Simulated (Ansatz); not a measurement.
**Mechanical response of MoS₂ (R3m)**

```
CELL_PARAMETERS angstrom
1.57156 0.90734 6.28129
-1.57156 0.90734 6.28129
0.00000 -1.81468 6.28129
ATOMIC_POSITIONS crystal
Mo 0.00010 0.00010 0.00010
S 0.25076 0.25076 0.25076
S 0.41613 0.41613 0.41613
```

The conventional cell has a = 3.143 Å, b = 3.143 Å, c = 18.844 Å, α = 90.00°, β = 90.00°, γ = 120.00°. Around Mo (atom 1) lie 6 S at 2.39 Å. S (atom 2) is surrounded by 3 Mo at 2.39 Å. S (atom 3) is surrounded by 3 Mo at 2.39 Å.

Computed, not measured; unless marked otherwise by PBEsol, all-electron LAPW in Ansatz 0.2.0, scalar-relativistic. k mesh 8×8×8, fixed occupations, basis error target 1 meV/atom. The cell was relaxed by PAW under this functional.

The cell is trigonal and carries a residual pressure of 0.02 GPa at this level. Each strain component that symmetry leaves independent is applied at ±0.005, the ions relax wherever a strain frees them, and the stress (tension positive, GPa) is read. Shears are engineering strains, γ = 2ε.

```
strain    size      σxx      σyy      σzz      σyz     σxz     σxy
    xx  -0.005  -1.1717  -0.2949  -0.0504  -0.0121  0.0000  0.0000
    xx  +0.005   1.0806   0.2497   0.0169   0.0115  0.0000  0.0000
    zz  -0.005  -0.0588  -0.0588  -0.1111   0.0000  0.0000  0.0000
    zz  +0.005   0.0087   0.0087   0.0668   0.0000  0.0000  0.0000
    yz  -0.005  -0.0354  -0.0113  -0.0184  -0.0498  0.0000  0.0000
    yz  +0.005  -0.0118  -0.0349  -0.0184   0.0530  0.0000  0.0000
```

A central difference gives one constant, for example C11 ≈ (1.0806 − (-1.1717))/(0.01) = 225.2 GPa; the program then imposes the crystal's symmetry on the whole matrix.

What are the independent elastic constants?

C11 = 225.2, C12 = 54.5, C13 = 6.7, C14 = 2.4, C33 = 17.8, C44 = 10.3 GPa.

Is the crystal stable against homogeneous strain?

The least eigenvalue of the 6×6 matrix is 10.2 GPa, so yes.

What moduli does a random aggregate of grains have?

Voigt and Reuss bounds: B from 16.9 to 67.1 and G from 16.6 to 47.9 GPa; their means are B = 42.0 and G = 32.2 GPa. Then E = 9BG/(3B + G) = 77.0 GPa, ν = (3B − 2G)/(6B + 2G) = 0.195 and B/G = 1.30, on the brittle side of Pugh's 1.75 (a rule of thumb, made for metals; it doesn't predict ductility here).

With the density of 4.946 g/cm³, how fast does sound travel, and what Debye temperature follows?

| direction | slow (m/s) | middle (m/s) | fast (m/s) |
| --- | --- | --- | --- |
| x | 1437 | 4157 | 6748 |
| y | 1440 | 4155 | 6748 |
| z | 1442 | 1442 | 1896 |

The mean of v⁻³ over directions and branches gives v_m = 2107 m/s and θ_D = (ħ/k_B) v_m (6π²n)^(1/3) = 240 K, n being atoms per volume. Young's modulus spans 17 to 211 GPa over directions, and the universal anisotropy index is 12.41.

How far do the constants move if PAW replaces LAPW in the same cell?

```
constant  LAPW (GPa)  PAW (GPa)  difference
     C11       225.2      224.9        -0.3
     C12        54.5       54.5         0.0
     C13         6.7        6.8         0.1
     C14         2.4        2.4         0.0
     C33        17.8       17.6        -0.2
     C44        10.3       10.2        -0.1
```

Known limits: no dispersion correction, so the spacing and stiffness between layers or molecules are poor; constants at zero field, no piezoelectric stiffening; the frozen-core PAW files of the compared runs were fitted under PBE, their cores solved anew for this functional.
